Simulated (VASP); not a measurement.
Crystal: Ga.

```
CELL_PARAMETERS angstrom
-1.37007 1.37609 2.25838
1.42027 -1.44000 2.32673
1.34746 1.41738 -2.29667
ATOMIC_POSITIONS crystal
Ga 0.00000 0.00000 0.00000
```

The cell isn't the ideal one: cell strained at random at fixed volume.

* Program: VASP 6.6.1
* Task: relaxation of cell and atoms
* Functional: TPSS
* Dispersion: D3(BJ)
* Potentials or basis: VASP PAW PBE potentials, release 64 (Ga)
* Cutoff: 580 eV
* k mesh: 13 × 13 × 13
* Occupations: gaussian, width 0.01 eV
* Spin: no spin polarisation

At the start: pressure -3.5 GPa; volume 17.72 Å³/atom.

Question: Where does the relaxation end?

Answer: Over 12 steps the energy falls by 17.0 meV/atom and the volume is 16.66 Å³/atom (-6.0 %); space group I4/mmm (No. 139, to 0.05 Å).

The path:
```csv
step,energy change (eV),largest force (eV/Å),pressure (GPa),volume (Å³)
1,0.0000,0.0000,-3.51,17.72
2,-0.0129,0.0000,-0.02,16.74
3,-0.0129,0.0000,0.18,16.69
4,-0.0144,0.0000,0.09,16.68
5,-0.0155,0.0000,0.04,16.66
6,-0.0143,0.0000,0.34,16.61
7,-0.0158,0.0000,0.11,16.64
8,-0.0161,0.0000,0.11,16.64
9,-0.0161,0.0000,0.11,16.64
10,-0.0166,0.0000,0.05,16.65
11,-0.0170,0.0000,-0.01,16.66
12,-0.0170,0.0000,-0.03,16.66
```

Final structure:
```xyz
1
Lattice="-1.3684 1.3719 2.2198 1.3707 -1.3664 2.2169 1.3703 1.3684 -2.2160" Properties=species:S:1:pos:R:3 pbc="T T T"
Ga   -1.3684    1.3719    2.2198
```

Caveat: the PAW data sets were made with another functional, which shifts forces and pressure a little; pairwise dispersion overbinds metals, which lowers pressure and volume.
